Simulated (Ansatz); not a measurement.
Relaxed bulk TiC:

```yaml
crystal:
  lattice:
    - [0.00000, 2.14669, 2.14669]
    - [2.14669, 0.00000, 2.14669]
    - [2.14669, 2.14669, 0.00000]
  atoms:
    - { symbol: Ti, position: [0.00000, 0.00000, 0.00000] }
    - { symbol: C, position: [0.50000, 0.50000, 0.50000] }
```

Miller indices refer to the conventional cell of Fm-3m (No. 225), a = 4.293 Å, b = 4.293 Å, c = 4.293 Å, α = 90.00°, β = 90.00°, γ = 90.00°.

Method: Ansatz, DFT PBEsol, scalar-relativistic, plane waves, PAW. Cutoff 420 eV, Gaussian smearing of 0.10 eV, no spin polarisation. A dipole correction acts along the normal.

A relaxed slab with low-index faces, about a nanometre thick, has these properties:

| Item | Value |
| --- | --- |
| Surface energy (mean of both faces) | 1.90 J/m² |
| Work function | 4.61 eV |

Task: Which low-index plane was cut, and which atoms end it?

Result: The (100) plane, with TiC in the top plane and TiC in the bottom one as cut, before relaxation. The planes from bottom to top: TiC, TiC, TiC, TiC, TiC, TiC.